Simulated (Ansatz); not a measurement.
## GaP: excitons and shallow donors from band masses and screening

These are results of Ansatz 0.2.0, DFT PBE, scalar-relativistic, plane waves, PAW, not measurements.

Plane waves to 420 eV, a k mesh through Γ of 8×8×8 on the computed 2-atom cell and Gaussian smearing (0.02 eV); no spin polarisation.

Relaxed cell: F-43m, a = 5.505 Å, b = 5.505 Å, c = 5.505 Å, α = 90.00°, β = 90.00°, γ = 90.00°, 2 atoms in the primitive cell.

The calculation gives a Kohn–Sham gap of 1.58 eV, an electron mass of 0.102 mₑ and a hole mass of 0.197 mₑ (harmonic means over x, y, z and over the bands degenerate at each edge), and ε∞ = 11.14 (independent particles, mean of the diagonal).

**Question.** Estimate the binding energy and radius of a Wannier–Mott exciton and of a shallow donor, and say whether the hydrogenic model can hold.

**Answer.** The reduced mass is μ = mₙmₕ/(mₙ + mₕ) = 0.067 mₑ, with mₙ and mₕ the band masses. With E_b = 13.606 eV × μ/ε² and a = 0.529 Å × ε/μ (μ in mₑ) the exciton has E_b = 7.4 meV and a = 88 Å. For a donor μ is the electron mass: 11.1 meV and 58 Å. The exciton's radius is 23 times the shortest lattice vector (3.89 Å), so the continuum picture is reasonable. In a polar crystal the ions screen too, so a state bound more weakly than an optical phonon feels the larger static constant, which lowers the energy and widens the orbit. The other way, the small Kohn–Sham gap and the missing local fields make ε∞ too large and the masses tend to be too light, which underbinds.